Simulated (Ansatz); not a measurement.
**CsCl at 2 GPa: from Born charge to LO–TO splitting and polaron coupling**

Theory: DFT LDA, scalar-relativistic, plane waves, PAW in Ansatz 0.2.0. Cutoff 420 eV, 6×6×6 k-points (Γ-centred), fixed occupations. No spin polarisation. Phonons by linear response, acoustic sum rule imposed.

The cell, relaxed at 2 GPa:
Space group Pm-3m (No. 221). a = 3.881 Å, b = 3.881 Å, c = 3.881 Å, α = 90.00°, β = 90.00°, γ = 90.00°
```csv
atom,site,symmetry,x,y,z
Cs,1a,m-3m,0.0000,0.0000,0.0000
Cl,1b,m-3m,0.5000,0.5000,0.5000
```

Spin–orbit coupling is left out, which matters for heavy elements.

Linear response gives ν_TO = 133.0 cm⁻¹, Born charges ±1.368 e (positive on Cs) and ε∞ = 3.314. The primitive cell holds 58.457 Å³, and the masses are 132.905 and 35.450 amu.

Question: Find ν_LO and the static dielectric constant.

Answer: The long-wave field adds a restoring force: ω_LO² − ω_TO² = Z*²e²/(ε_vac ε∞ μV). In these units ν_LO² − ν_TO² = 4.92064×10⁷ Z*²/(μ V ε∞) cm⁻², with μ = m₁m₂/(m₁ + m₂) = 27.985 amu: 16993 cm⁻². So ν_LO = √(133.0² + 16993) = 186.2 cm⁻¹, and the run gives 186.2. Lyddane–Sachs–Teller then gives ε0 = ε∞ (ν_LO/ν_TO)² = 6.50, against 6.50 in the run (it forms both from the same three quantities, so the match checks the arithmetic only). Between ν_TO and ν_LO the dielectric function is negative and an undamped crystal reflects fully: a reststrahlen band from 53.7 to 75.2 μm.

Question: What do the Clausius–Mossotti polarisability and the Szigeti charge come to?

Answer: With the Lorentz local field, α = (3V/4π)(ε∞ − 1)/(ε∞ + 2) = 6.08 Å³ for the pair, and e_S = 3Z*/(ε∞ + 2) = 0.77 e. The Born charge includes the electrons' response to the dipole's own local field, and e_S takes that enhancement out. The Lorentz field assumes point-like polarisable ions, a fair picture at this small ε∞.

Question: How strongly does a slow electron couple to the LO mode?

Answer: For one isotropic parabolic band, Fröhlich's constant is α_F = (1/ε∞ − 1/ε0) √(m* Ry/ħω_LO), with Ry = 13.606 eV, ħω_LO = 23.1 meV and m* in free-electron masses: α_F = 0.1478 × 24.27 × √m* = 3.59 √m*. The band mass isn't part of this run; for m* = 0.1, 0.3 and 1 it gives 1.13, 1.97, 3.59. In weak coupling the polaron lies α_F ħω_LO below the band edge (45 meV at m* = 0.3) with a mass m*(1 + α_F/6); past α_F of about 5 or 6 that expansion fails. A semilocal functional's ε∞ tends to be too large, which taken alone lowers α_F.